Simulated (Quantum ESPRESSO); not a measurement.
**TiC in Quantum ESPRESSO: the effect of Hubbard term**

Crystal: TiC.

```xyz
2
Lattice="0.0000 2.1657 2.1657 2.1657 0.0000 2.1657 2.1657 2.1657 0.0000" Properties=species:S:1:pos:R:3 pbc="T T T"
Ti    0.0000    0.0000    0.0000
C     2.1657    2.1657    2.1657
```

The cell is a database's computed one.

Alike in all runs:

- Program: Quantum ESPRESSO 7.5
- Task: projected density of states
- Functional: PBEsol
- Potentials or basis: SSSP 1.3 efficiency PBE
- Cutoff: 748 eV
- Density cutoff: 5987 eV
- k mesh: 11 × 11 × 11
- Occupations: fermi-dirac, width 0.05 eV
- Spin: no spin polarisation
- Hubbard projectors: ortho-atomic
- Mixing beta: 0.3
- Most SCF iterations: 120
- SCF threshold: 4e-10 Ry
- Dos occupations: tetrahedra_opt

| Hubbard term | pressure (GPa) |
| --- | --- |
| none | -6.6 |
| Ti d U = 1 eV | -4.9 |
| Ti d U = 2 eV | -3.1 |
| Ti d U = 3 eV | ? |
| Ti d U = 4 eV | 1.0 |
| Ti d U = 5 eV | 3.2 |
| Ti d U = 6 eV | 5.5 |
| Ti d U = 8 eV | 10.8 |

Question: What does the run with Hubbard term Ti d U = 3 eV give?

Answer: Pressure -1.1 GPa.

Worked out: A parabola through the other rows of the pressure, of slope 2.03 GPa per eV there, gives -1.1 GPa, against the run's -1.1.

Caveats: the potentials were made for another functional, which shifts forces and pressure; U without spin polarisation on a metal has little footing (some runs); the U is typed as a test and isn't derived for this compound (some runs).
